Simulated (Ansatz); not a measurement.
NaBr (rock salt, space group No. 225), the program Ansatz at the PBEsol level (PAW). The conduction-band minimum lies at Γ, with 1 equivalent valley. Second derivatives d²E/dk² of the lowest band at one valley (eV·Å²), along Cartesian directions:

| direction | d²E/dk² |
|---|---|
| [100] | 24.87 |
| [010] | 24.87 |
| [001] | 24.87 |
| [110] | 24.86 |
| [101] | 24.86 |
| [011] | 24.86 |

Task: Find the principal effective masses, the density-of-states mass and the conductivity mass.

Result: Off-diagonal terms follow from H_xy = H[110] − (H_xx + H_yy)/2, and m*/mₑ = 7.620 eV·Å² over each eigenvalue: 0.31, 0.31, 0.31. One valley's DOS mass (m₁m₂m₃)^(1/3) = 0.31, conductivity mass 3/(Σ 1/mᵢ) = 0.31 mₑ.

Task: What effective density of states Nc follows at 300 K for parabolic valleys?

Result: Nc = 2.509e19 × 1 × (0.31)^(3/2) ≈ 4.3e18 cm⁻³.

Task: With the computed static dielectric constant 6.55 (mean of the diagonal), estimate a hydrogenic donor's binding energy and radius.

Result: E = 13.606 eV × 0.31/6.55² ≈ 98 meV; a = 0.529 Å × ε/m* ≈ 11 Å. Semilocal masses tend to be too small where the gap is.

Task: With ε∞ = 2.94 and ω_LO = 204 cm⁻¹, what Fröhlich coupling constant follows?

Result: α = (1/ε∞ − 1/ε0) √(m* × 13.606 eV/ħω_LO) = 2.4.

Space group Fm-3m (rock salt). The PBEsol relaxation kept the symmetry of its start; of distortions, only those at the zone centre were tested. Scalar-relativistic: spin–orbit coupling is off unless named, which matters more the heavier the elements.

Potentials: the later of the program's two PAW sets.
